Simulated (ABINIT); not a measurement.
Runs of ABINIT 10.8.3 (patched build) on HgTe (Coloradoite). Symmetry: F-43m, No. 216, cubic system. The conventional cell has a = 6.429 Å, b = 6.429 Å, c = 6.429 Å, α = 90.00°, β = 90.00°, γ = 90.00°. Around Hg (site symmetry -43m) lie 4 Te at 2.78 Å. Te (site symmetry -43m) has 4 Hg at 2.78 Å as nearest neighbours. 

| level | gap on the mesh (eV) | pressure (GPa) |
| --- | --- | --- |
| PBE | none | 4.8 |
| AM05 | none | 2.5 |
| BLYP | none | 8.1 |
| revPBE | none | 6.0 |
| PW91 | none | 4.7 |
| WC | none | 2.2 |
| PBEsol | none | (d) |
| SCAN | none | (c) |
| RPBE | none | (b) |
| r2SCAN | none | (a) |
| LDA | none | 0.5 |

Alike in all rows: task single point; potentials or basis JTH PAW PBE v2.0; no spin polarisation; cell as given; k mesh 7 × 7 × 7; cutoff (eV) 626; smearing fermi-dirac 0.05 eV.

Q: Fill in the values left out.

A: (a) 3.4; (b) 6.5; (c) 1.4; (d) 2.1.

Caveats: the PAW data sets were made with another functional, which shifts forces and pressure a little (some runs).

A k mesh can miss the band edges, and the runs leave out spin-orbit coupling on Hg, Te.

A gap of «none» marks a metal or a gap under the smearing width.
